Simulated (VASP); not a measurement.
The system is Mg2ZnO3.

```
Mg Zn O
1.0
     3.17927    0.00000    0.00000
     0.00000    3.17927    0.00000
     0.00000    0.00000    6.96780
Mg Zn O
2 1 3
Direct
  0.00000 0.50000 0.73400
  0.50000 0.00000 0.26600
  0.00000 0.00000 0.00000
  0.50000 0.50000 0.00000
  0.00000 0.50000 0.38200
  0.50000 0.00000 0.61800
```

The cell was built by a generator and needn't be a form met in nature.

| Property | Result |
| --- | --- |
| Program | VASP 6.6.1 |
| Task | relaxation of cell and atoms |
| Functional | PBE |
| Potentials or basis | VASP PAW PBE potentials, release 64 (Mg, Zn, O) |
| Cutoff | 520 eV |
| k mesh | 4 × 4 × 2 |
| Occupations | gaussian, width 0.15 eV |
| Spin | no spin polarisation |

At the start: pressure -7.9 GPa; volume 11.74 Å³/atom.

Problem. Where does the relaxation end?

Solution. Over 12 steps the energy falls by 1008.0 meV/atom and the volume is 11.35 Å³/atom (-3.3 %); space group P-4m2 (No. 115, to 0.05 Å).

Step by step:
| step | energy change (eV) | largest force (eV/Å) | pressure (GPa) | volume (Å³) |
| --- | --- | --- | --- | --- |
| 1 | 0.0000 | 5.4666 | -7.94 | 70.43 |
| 2 | -3.6655 | 3.7712 | -7.14 | 64.64 |
| 3 | -5.3967 | 0.9039 | 5.36 | 58.60 |
| 4 | -5.3979 | 0.7840 | 5.13 | 58.83 |
| 5 | -5.7383 | 0.7325 | 2.33 | 61.56 |
| 6 | -5.9426 | 0.8164 | 1.03 | 65.12 |
| 7 | -5.9638 | 0.8847 | 0.18 | 66.61 |
| 8 | -6.0387 | 0.2581 | 0.06 | 67.49 |
| 9 | -6.0387 | 0.2502 | -0.17 | 67.48 |
| 10 | -6.0458 | 0.1272 | 0.43 | 67.39 |
| 11 | -6.0467 | 0.0492 | 1.16 | 67.34 |
| 12 | -6.0478 | 0.0443 | -0.19 | 68.11 |

Final structure:
```
CELL_PARAMETERS angstrom
2.89429 0.00000 0.00000
0.00000 2.89429 0.00000
0.00000 0.00000 8.13048
ATOMIC_POSITIONS crystal
Mg 0.00000 0.50000 0.62993
Mg 0.50000 0.00000 0.37007
Zn 0.00000 0.00000 0.00000
O 0.50000 0.50000 0.00000
O 0.00000 0.50000 0.36558
O 0.50000 0.00000 0.63442
```

Caveat: the k mesh is coarse (spacing up to 0.49 Å⁻¹), so the values aren't converged.
